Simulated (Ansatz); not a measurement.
Task: a comparison of functionals at one structure of TaC, space group Fm-3m, with Ansatz's Python interface. Give the script and its output. Use (first run): LDA, PAW, cutoff 490 eV, 11×11×11 k-points, Fermi-Dirac smearing of 0.05 eV. The script varies functional: lda, r2scan, pbesol.

```
Ta C
1.0
     0.00000    2.22300    2.22300
     2.22300    0.00000    2.22300
     2.22300    2.22300    0.00000
Ta C
1 1
Direct
  0.00000 0.00000 0.00000
  0.50000 0.50000 0.50000
```

`xc.py`
```python
# -*- coding: utf-8 -*-
import ansatz as az
import numpy as np
from tabulate import tabulate

FILLING = "Fermi-Dirac"
SCF_TOL = 1e-10


def main():
    vectors = np.array([
        [0.0, 2.223, 2.223],
        [2.223, 0.0, 2.223],
        [2.223, 2.223, 0.0],
    ])
    cell = (
        az.Lattice.of(vectors)
        .atom("Ta", [0.0, 0.0, 0.0])
        .atom("C", [0.5, 0.5, 0.5])
    )

    job = (
        cell.calculation()
        .occupations(FILLING, width=50 * az.meV)
        .kpoints(11)
        .basis(18 * az.Ha)
        .scf(tolerance=SCF_TOL)
        .stress()
    )

    rows = []
    for value in ["lda", "r2scan", "pbesol"]:
        rep = job.functional(value).run().report
        rows.append((value, rep["free_energy_ev"] / len(rep["lattice"]["sites"]), rep["n_iterations"], sum(rep["stress_gpa"][i][i] for i in range(3)) / 3, rep["n_kpoints"]))

    print(tabulate(rows, headers=["functional", "F/atom (eV)", "iterations", "P (GPa)", "k-points"], floatfmt=".4f", tablefmt="github"))


if __name__ == "__main__":
    main()
```

```console
$ python xc.py
DeckWarning: basis.ecutwfc = 489.804952427784 eV is below the records' recommended 500 eV, and the density's cutoff is lower with it unless basis.ecutrho_ratio is high enough to keep the records' density cutoff: compare with a run at a higher cutoff
| functional   |   F/atom (eV) |   iterations |   P (GPa) |   k-points |
|--------------|---------------|--------------|-----------|------------|
| lda          |    -4963.4832 |            6 |   -7.4874 |         56 |
| r2scan       |    -5098.6808 |           10 |    3.7640 |         56 |
| pbesol       |    -5027.2741 |            7 |   -1.4591 |         56 |
```
(Warnings from the package without file and line.)

Reading the output:
- The cutoff lies under the one recommended for these potentials in some of the runs.
- Under the recommended cutoff a pressure can be off by several GPa, even in sign.
- The mesh is modest for a metal, so energies can be off by several to tens of meV an atom and pressures by half a GPa or more; differences at equal mesh fare better.
- Of the deposited cell: the entry's cell lengths or inner coordinates differ somewhat from later room-temperature determinations.
- Pressure is positive in compression.
- Spin-orbit coupling, which matters for elements this heavy, is left out.
- The structure is a deposited one; some such entries were measured under pressure or heat, so a shift against it needn't be the functional's error alone.
- Total energies of different functionals can't be compared; pressures, moments and gaps at this one structure can.
- Hardware and time: 9.6 s on 1 thread of Arm Neoverse N1, with other jobs on the host, peak memory 0.43 GiB.
